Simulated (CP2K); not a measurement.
**CdTe under changes of volume**

One of the cells (32.922 Å³/atom); the others are scaled copies at fixed shape and fractional positions:

```
Te Cd
1.0
     4.53255    0.00000    0.00000
     2.26628    3.92531    0.00000
     2.26628    1.30844    3.70082
Te Cd
1 1
Direct
  0.75000 0.75000 0.75000
  0.00000 0.00000 0.00000
```

* Program: CP2K 2026.2
* Functional: r2SCAN
* Potentials or basis: POTENTIAL_UZH Te GTH-SCAN-q6, Cd GTH-SCAN-q12; TZVP-MOLOPT-SCAN-GTH basis
* Density cutoff: 9184 eV
* k mesh: 7 × 7 × 7
* Occupations: fermi-dirac, width 0.1 eV
* Spin: no spin polarisation

| volume (Å³/atom) | energy over the lowest point (meV/atom) | pressure (GPa) | gap on the mesh (eV) |
| --- | --- | --- | --- |
| 30.947 | ? | ? | ? |
| 31.605 | 60.00 | 5.8 | 1.40 |
| 32.263 | 38.99 | 4.5 | 1.34 |
| 32.922 | 23.09 | 3.3 | 1.27 |
| 33.580 | 11.78 | 2.2 | 1.21 |
| 34.239 | 4.58 | 1.3 | 1.15 |
| 34.897 | 0.00 | 0.4 | 1.08 |

Q: What does the run at 30.947 Å³/atom give?

A: Energy over the lowest point 86.75 meV/atom; pressure 7.3 GPa; gap on the mesh 1.47 eV.

Worked out: A Birch-Murnaghan fit of order 3 (a polynomial in V^(-2/3)) to the other rows has its minimum at 35.81 Å³/atom, just outside them, with B0 = V·E''(V) = 25 GPa (rough, since the energies scatter). It gives 87.59 meV/atom at 30.947 Å³/atom, against the run's 86.75, and -dE/dV = 7.6 GPa, against 7.3. A straight line through the other rows of the gap, of slope -3.21 eV per unit of ln V (its deformation potential), extrapolates to 1.47 eV, against the run's 1.47.

Energies are extrapolated to zero smearing.

Caveats: spin-orbit coupling is left out, which moves the levels of the heavy elements; the basis of atomic orbitals isn't converged, which shifts pressures, moduli and gaps.
